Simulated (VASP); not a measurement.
Mo:

```
CELL_PARAMETERS angstrom
2.80466 0.00000 0.00000
-1.40233 2.42890 0.00000
0.00000 0.00000 4.58001
ATOMIC_POSITIONS crystal
Mo 0.33333 0.66667 0.25000
Mo 0.66667 0.33333 0.75000
```

This isn't the form of Mo at room conditions, which is bcc.

| Property | Result |
| --- | --- |
| Program | VASP 6.6.1 |
| Task | relaxation of cell and atoms |
| Functional | PBEsol |
| Potentials or basis | VASP PAW PBE potentials, release 64 (Mo_sv) |
| Cutoff | 600 eV |
| k mesh | 18 × 18 × 10 |
| Occupations | gaussian, width 0.1 eV |
| Spin | no spin polarisation |

At the start: pressure -1.1 GPa; volume 15.60 Å³/atom.

Question: Where does the relaxation end?

Answer: Over 17 steps the energy falls by 28.6 meV/atom and the volume is 15.64 Å³/atom (+0.3 %); space group P6_3/mmc (No. 194, to 0.05 Å).

Step by step:
| step | energy change (eV) | largest force (eV/Å) | pressure (GPa) | volume (Å³) |
| --- | --- | --- | --- | --- |
| 1 | 0.0000 | 0.0000 | -1.12 | 31.20 |
| 2 | -0.0083 | 0.0000 | 3.43 | 30.71 |
| 3 | -0.0089 | 0.0000 | 4.92 | 30.55 |
| 4 | -0.0103 | 0.0000 | 5.21 | 30.53 |
| 5 | -0.0144 | 0.0000 | 6.10 | 30.45 |
| 6 | -0.0197 | 0.0000 | 7.98 | 30.29 |
| 7 | -0.0283 | 0.0000 | 7.16 | 30.39 |
| 8 | -0.0474 | 0.0000 | 4.83 | 30.69 |
| 9 | -0.0461 | 0.0000 | 0.86 | 31.29 |
| 10 | -0.0534 | 0.0000 | 2.73 | 30.99 |
| 11 | -0.0555 | 0.0000 | 1.89 | 31.08 |
| 12 | -0.0571 | 0.0000 | 0.29 | 31.25 |
| 13 | -0.0571 | 0.0000 | 0.23 | 31.25 |
| 14 | -0.0572 | 0.0000 | 0.16 | 31.26 |
| 15 | -0.0572 | 0.0000 | 0.07 | 31.27 |
| 16 | -0.0572 | 0.0000 | -0.11 | 31.30 |
| 17 | -0.0572 | 0.0000 | -0.01 | 31.29 |

Final structure:
```
Mo
1.0
     2.73181    0.00000    0.00000
    -1.36590    2.36581    0.00000
     0.00000    0.00000    4.84075
Mo
2
Direct
  0.33333 0.66667 0.25000
  0.66667 0.33333 0.75000
```

Caveat: the PAW data sets were made with another functional, which shifts forces and pressure a little.
